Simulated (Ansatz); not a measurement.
**ScAl2: further runs on the relaxed cell**

An exercise on one series of results from a longer session: the logs are not shown, and one member is left open.

Method: DFT r2SCAN, scalar-relativistic, plane waves, PAW, in Ansatz 0.2.0.

1 further run of the same task is left out (set aside as unsound or not needed).

## Starting point

Symmetry: Fd-3m, No. 227, cubic system. The conventional cell has a = 7.555 Å, b = 7.555 Å, c = 7.555 Å, α = 90.00°, β = 90.00°, γ = 90.00°. Around Sc (site symmetry -43m) lie 12 Al at 3.13 Å and 4 Sc at 3.27 Å. Al (site symmetry -3m) has 6 Al at 2.67 Å as nearest neighbours.

As a file:

```cif
data_structure
_symmetry_space_group_name_H-M 'P 1'
_symmetry_Int_Tables_number 1
_cell_length_a 5.3424
_cell_length_b 5.3424
_cell_length_c 5.3424
_cell_angle_alpha 60.000
_cell_angle_beta 60.000
_cell_angle_gamma 60.000
_cell_volume 107.82
loop_
_atom_site_label
_atom_site_type_symbol
_atom_site_fract_x
_atom_site_fract_y
_atom_site_fract_z
_atom_site_occupancy
Sc1 Sc 0.50000 0.50000 0.50000 1
Sc2 Sc 0.75000 0.75000 0.75000 1
Al1 Al 0.12500 0.12500 0.12500 1
Al2 Al 0.62500 0.12500 0.12500 1
Al3 Al 0.12500 0.62500 0.12500 1
Al4 Al 0.12500 0.12500 0.62500 1
```

It goes back to an entry of the Materials Project, which need not be the stable form.

This cell was relaxed beforehand with the same method: volume 17.97 Å³/atom, gap on the mesh none (metal).

Set-up of the first run:

Contents of input.yaml:

```yaml
crystal:
  lattice:
    - [0.0, 3.7776526849, 3.7776526849]
    - [3.7776526849, 0.0, 3.7776526849]
    - [3.7776526849, 3.7776526849, 0.0]
  atoms:
    - { symbol: Sc, position: [0.5, 0.5, 0.5] }
    - { symbol: Sc, position: [0.75, 0.75, 0.75] }
    - { symbol: Al, position: [0.125, 0.125, 0.125] }
    - { symbol: Al, position: [0.625, 0.125, 0.125] }
    - { symbol: Al, position: [0.125, 0.625, 0.125] }
    - { symbol: Al, position: [0.125, 0.125, 0.625] }
basis:
  ecutwfc: 500
kpoints:
  mp_grid: { grid: [8, 8, 8] }
  band_path:
    path:
      - [[0.0, 0.0, 0.0], [0.5, 0.0, 0.5], [0.625, 0.25, 0.625]]
      - [[0.375, 0.375, 0.75], [0.0, 0.0, 0.0], [0.5, 0.5, 0.5], [0.5, 0.25, 0.75], [0.5, 0.0, 0.5]]
    npoints: 14
hamiltonian:
  xc: r2scan
scf:
  occupations: { method: gaussian, width: 0.1 }
  n_extra_bands: 15
output:
  forces: true
  stress: true
  eigenvalues: true
  populations: true
  dos: { projected: true, de: 0.02, nscf_kmesh: { grid: [12, 12, 12] } }
  bader: true
  write_density: true
  write_potential: true
  elf: true
  volumetric_format: npy
```

Launch:

```
ansatz run input.yaml --threads 1 --pin off --max-ram 2560MiB --backend cpu --events-out ev --progress --plain --runs-dir out
```

Steps of the session up to this table: Electronic structure at the relaxed geometry; Back to the database's cell; The cell scaled to 0.97 of its volume; The cell scaled to 1.03 of its volume; Point at V/V0 = 0.94; Volume × 1.06; Volume × 0.91; Point at V/V0 = 1.10; The cell scaled to 0.88 of its volume.

One table of the session follows, with a row left open; its other results are not shown here.

It belongs to the step «Fit of the equation of state». 

| volume (Å³/atom) | energy above the lowest point (meV/atom) | pressure (GPa) |
| --- | --- | --- |
| 15.813 | 94.6 | 15.63 |
| 16.353 | 50.4 | 10.81 |
| 16.892 | 21.3 | 6.66 |
| 17.431 | 5.1 | 3.10 |
| 17.970 | 0.0 | 0.03 |
| 18.509 | 4.5 | -2.62 |
| 19.048 | ? | ? |
| 19.767 | 45.3 | -7.44 |

Estimate the missing values for volume (Å³/atom) = 19.048.

Worked estimate for «energy above the lowest point (meV/atom)». A straight line through the neighbours (18.509, 4.5) and (19.767, 45.3) gives 4.5 + (45.3 − 4.5) × (19.048 − 18.509) / (19.767 − 18.509) = 22.0; a parabola fitted to 3 rows on both sides gives 16.8.

As computed: energy above the lowest point (meV/atom): 17.3; pressure (GPa): -4.89. In «energy above the lowest point (meV/atom)» the line misses by +4.7 and the parabola by -0.5.
